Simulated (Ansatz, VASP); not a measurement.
## H in VASP and in Ansatz

```
H
1.0
     2.61827    0.00000    0.00000
     0.00000    2.61827    0.00000
     0.00000    0.00000    0.93947
H
1
Cartesian
  0.0000 0.0000 0.4697
```

Alike in both runs: task single point; functional PBE; k mesh 14 × 14 × 34; occupations gaussian, width 0.05 eV; no spin polarisation.

|  | VASP | Ansatz |
| --- | --- | --- |
| version | VASP 6.6.1 | Ansatz 0.2.0 |
| potentials or method | VASP PAW PBE potentials, release 64 (H) | scalar-relativistic, plane waves, PAW |
| plane-wave cutoff (eV) | 520 | 420 |
| valence electrons in the cell | 1 | 1 |

|  | VASP | Ansatz | Ansatz less VASP |
| --- | --- | --- | --- |
| gap on the k mesh at the Fermi level (eV) | none | none | - |
| pressure (GPa) | 7.0 | 7.3 | +0.31 |
| largest component of the traceless stress (GPa) | 9.43 | 9.41 | -0.023 |

A gap of «none» marks a metal or a gap that the smearing closes.
